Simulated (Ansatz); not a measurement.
Two Ansatz runs on Pb

The cell is COD entry 1537623, as deposited and not checked against the literature; nothing was relaxed.

First run: DFT, PBEsol, all-electron LAPW, scalar-relativistic (Ansatz 0.2.0).

Command: `ansatz run input.yaml --threads 1 --pin off --max-ram 2048MiB --backend cpu --events-out ev --progress --plain --runs-dir out` The run took 48 s on 1 thread of Arm Neoverse V1, on a shared host, peak memory 0.54 GiB.

```yaml
crystal:
  lattice:
    - [3.4800006906, 0.0, 0.0]
    - [-1.7400003453, 3.0137690032, 0.0]
    - [0.0, 0.0, 5.59]
  atoms:
    - { symbol: Pb, position: [0.3333333333, 0.6666666667, 0.25] }
    - { symbol: Pb, position: [0.6666666667, 0.3333333333, 0.75] }
kpoints:
  mp_grid: { grid: [14, 14, 8] }
  band_path:
    path:
      - [0.0, 0.0, 0.0]
      - [0.5, 0.0, 0.0]
      - [0.3333333333, 0.3333333333, 0.0]
      - [0.0, 0.0, 0.0]
      - [0.0, 0.0, 0.5]
      - [0.5, 0.0, 0.5]
      - [0.3333333333, 0.3333333333, 0.5]
      - [0.0, 0.0, 0.5]
      - [0.5, 0.0, 0.5]
    npoints: 5
scf:
  occupations: { method: fermi_dirac, width: 0.08 }
hamiltonian:
  xc: pbesol
  pseudopotentials: { kind: all_electron, lapw: { basis_error: 0.0005 } }
output:
  forces: true
  stress: true
  eigenvalues: true
```

Result: converged; pressure 1.00 GPa; no gap on the k mesh; 6 SCF iterations.

No spin–orbit coupling, which matters for the heavy atoms here.

The input is then changed:

```diff
@@ -26,4 +26,5 @@
   xc: pbesol
   pseudopotentials: { kind: all_electron, lapw: { basis_error: 0.0005 } }
+  dispersion: d3bj
 output:
   forces: true
```

Q: Predict the outcome of the changed run.

A: It converged; pressure -1.61 GPa; no gap on the k mesh; 6 SCF iterations.

The results part of its log:

```
SCF 1 converged in 6 iterations: F = -1135831.218864 eV  dr2 = 2.94e-8
NSCF: frozen V_eff on 41 k-points
SCF converged after 6 iterations
Free energy (F): -1135831.218864 eV
Harris-Foulkes:  -1135831.218864 eV  (|F-HF|=2.31e-8)
Internal energy: -1135831.194303 eV  (E = F + TS)
E sigma→0 (E₀):  -1135831.206584 eV
Entropy (-TS):   -0.024561 eV (-12.281 meV/atom)
Fermi energy:    16.110346 eV
--- Per-component energies (eV) ---
  E_band       = -4355.677858
  E_kinetic    = 1309464.888944
  E_xc         = -20855.851405
  E_electrostatic = -2424439.316888  (all electrons and nuclei)
  E_disp       = -0.914954  (pairwise vdW)
  E_smearing   = -0.024561  (= −TS)
  E_closure    = 0.000000  (closes the sum)
  E_atoms      = -1135822.357311  (free atoms, spherical and without spin; not in F)
  Σ components = -1135831.218864   (vs F -1135831.218864, Δ=0.00e0)
  Basis errors (estimates in eV, not in F): energy 9.2e-5 per atom: plane waves 9.0e-5 (6.4e-5 summed), levels above the bands 3.4e-63, relativity 2.9e-9, radial functions 2.5e-6, core shells 1.8e-9; eigenvalues (radial functions only) 1.7e-5; not estimated: angular momenta, meshes, grids; target (lapw.basis_error) 5.0e-4; muffin-tin radii Pb 1.721 Å
--- Forces (eV/Å), atoms counted from 1 ---
  atom   1  Pb    -0.00000000    -0.00000000     0.00000000
  atom   2  Pb    -0.00000000     0.00000000     0.00000000
  max |Σ_I F_I| component: 1.16e-18 eV/Å
--- Stress (GPa, compression-positive) ---
       -2.221763       0.000000       0.000000
        0.000000      -2.221763       0.000000
        0.000000       0.000000      -0.383172
  P = ⅓ Tr σ = -1.6089 GPa (-16.089 kbar)
--- Band table (eV; the first three rows and the last of 120) ---
  k-point 0: bands = ["-123.4792", "-123.4791", "-112.5319", "-112.5319", "-112.5319", "-112.5319", "-112.5296", "-112.5296", "-112.5296", "-112.5296", "-112.5282", "-112.5282", "-112.5282", "-112.5282", "-112.5277", "-112.5277", "-65.2634", "-65.2634", "-65.2626", "-65.2626", "-65.2594", "-65.2552", "-0.9222", "-0.8724", "-0.8591", "-0.8591", "-0.8339", "-0.8339", "-0.7915", "-0.7915", "-0.5928", "-0.5928", "4.1555", "8.1435", "11.8066", "21.7100", "21.7100", "23.6188", "23.6188", "24.2903", "24.9040", "25.1585", "27.6365", "28.5248"]
  k-point 1: bands = ["-123.4792", "-123.4791", "-112.5319", "-112.5319", "-112.5319", "-112.5319", "-112.5296", "-112.5296", "-112.5296", "-112.5296", "-112.5282", "-112.5282", "-112.5282", "-112.5282", "-112.5277", "-112.5277", "-65.2634", "-65.2634", "-65.2626", "-65.2626", "-65.2593", "-65.2554", "-0.9191", "-0.8728", "-0.8680", "-0.8680", "-0.8384", "-0.8384", "-0.7740", "-0.7740", "-0.5968", "-0.5968", "4.2356", "7.7490", "12.3684", "21.7748", "21.7748", "23.2163", "23.5446", "23.5446", "24.9359", "25.1992", "27.3548", "28.2941"]
  k-point 2: bands = ["-123.4792", "-123.4791", "-112.5319", "-112.5319", "-112.5319", "-112.5319", "-112.5296", "-112.5296", "-112.5296", "-112.5296", "-112.5282", "-112.5282", "-112.5282", "-112.5282", "-112.5277", "-112.5277", "-65.2633", "-65.2633", "-65.2627", "-65.2627", "-65.2588", "-65.2559", "-0.9107", "-0.8797", "-0.8797", "-0.8748", "-0.8503", "-0.8503", "-0.7381", "-0.7381", "-0.6091", "-0.6091", "4.4763", "6.9564", "13.6613", "21.2323", "21.9634", "21.9634", "23.3285", "23.3285", "25.0307", "25.3029", "26.8950", "27.7395"]
  k-point 119: bands = ["-123.4791", "-123.4791", "-112.5319", "-112.5319", "-112.5319", "-112.5319", "-112.5296", "-112.5296", "-112.5296", "-112.5296", "-112.5282", "-112.5282", "-112.5282", "-112.5282", "-112.5277", "-112.5277", "-65.2652", "-65.2652", "-65.2648", "-65.2648", "-65.2569", "-65.2569", "-0.9266", "-0.9266", "-0.7994", "-0.7994", "-0.7622", "-0.7622", "-0.7024", "-0.7024", "-0.5833", "-0.5833", "9.0702", "9.0702", "13.3630", "13.3630", "14.8301", "14.8301", "21.3119", "21.3119", "25.1396", "25.1396", "25.7780", "25.7780"]
```
